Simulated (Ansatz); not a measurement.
Wanted: the native input for an Ansatz 0.2.0 run.

```
Task                                : band structure
Functional                          : BLYP
Potentials or basis                 : Ansatz PAW
Cutoff                              : 420 eV (not typed: the program's choice for these potentials)
k mesh                              : 4 × 4 × 5
Occupations                         : fermi-dirac, width 0.05 eV
Spin                                : no spin polarisation
Path                                : [["G", "X", "S", "Y", "G", "Z", "U", "R", "T", "Z"], ["Y", "T"], ["U", "X"], ["S", "R"]]
Points for each segment of the path : 10
```

Crystal: HfO2.

```
Hf O
1.0
     5.08032    0.00000    0.00000
     0.00000    5.16487    0.00000
     0.00000    0.00000    4.89088
Hf O
4 8
Cartesian
  1.1308 4.0379 1.3307
  3.6710 3.7094 3.5602
  3.9495 1.1270 1.3307
  1.4093 1.4555 3.5602
  0.9491 0.8452 0.5113
  3.4892 1.7372 4.3796
  4.1312 4.3196 0.5113
  1.5911 3.4277 4.3796
  0.0000 2.5824 2.3919
  2.5402 0.0000 2.4990
  0.0000 0.0000 2.8153
  2.5402 2.5824 2.0756
```

The cell comes from a database or a generator and needn't be the stable form of this composition.

The input as run:

input.yaml

```yaml
crystal:
  lattice:
    - [5.0803194, 0.0, 0.0]
    - [0.0, 5.16486745, 0.0]
    - [0.0, 0.0, 4.89088365]
  atoms:
    - { symbol: Hf, position: [0.22259082, 0.78179958, 0.27206794] }
    - { symbol: Hf, position: [0.72259082, 0.71820042, 0.72793206] }
    - { symbol: Hf, position: [0.77740918, 0.21820042, 0.27206794] }
    - { symbol: Hf, position: [0.27740918, 0.28179958, 0.72793206] }
    - { symbol: O, position: [0.18681532, 0.16364878, 0.10453462] }
    - { symbol: O, position: [0.68681532, 0.33635122, 0.89546538] }
    - { symbol: O, position: [0.81318468, 0.83635122, 0.10453462] }
    - { symbol: O, position: [0.31318468, 0.66364878, 0.89546538] }
    - { symbol: O, position: [0.0, 0.5, 0.48905445] }
    - { symbol: O, position: [0.5, 0.0, 0.51094555] }
    - { symbol: O, position: [0.0, 0.0, 0.57562499] }
    - { symbol: O, position: [0.5, 0.5, 0.42437501] }
hamiltonian:
  xc: blyp
  pseudopotentials: { kind: paw }
kpoints:
  mp_grid: { grid: [4, 4, 5] }
  band_path:
    path:
      - [[0.0, 0.0, 0.0], [0.0, 0.0, 0.5], [0.5, 0.0, 0.5], [0.5, 0.0, 0.0], [0.0, 0.0, 0.0], [0.0, 0.5, 0.0], [0.0, 0.5, 0.5], [0.5, 0.5, 0.5], [0.5, 0.5, 0.0], [0.0, 0.5, 0.0]]
      - [[0.5, 0.0, 0.0], [0.5, 0.5, 0.0]]
      - [[0.0, 0.5, 0.5], [0.0, 0.0, 0.5]]
      - [[0.5, 0.0, 0.5], [0.5, 0.5, 0.5]]
    npoints: 10
scf:
  occupations: { method: fermi_dirac, width: 0.05 }
  n_extra_bands: 30
output:
  forces: true
  stress: true
  eigenvalues: true
  fatbands: true
  write_density: true
  write_potential: true
  elf: true
  volumetric_format: npy
```

Potentials or basis: Ansatz PAW.

Run with:

```sh
$ ansatz run input.yaml --threads 4 --pin off --max-ram 11264MiB --backend cpu --events-out ev --progress --plain --runs-dir out
```

Results of the run:

```json
{
  "Pressure": "17.0 GPa",
  "Largest force": "0.251 eV/Å",
  "Band gap on the k mesh": "3.98 eV, direct",
  "Band gap along the path": "3.90 eV, direct"
}
```

Caveat: the k mesh misses the band edges, so the gap on the mesh is wider than the one along the path; the pressure holds a Pulay correction of +1.0 GPa for the finite cutoff; spin-orbit coupling is left out, which moves the levels of the heavy elements; the PAW data sets come from PBE, with cores solved anew for the run's functional, which leaves a small shift of forces and pressure.

Wall time 97 s on 4 threads of Arm Neoverse V1, on a shared host, peak memory 1.3 GiB.
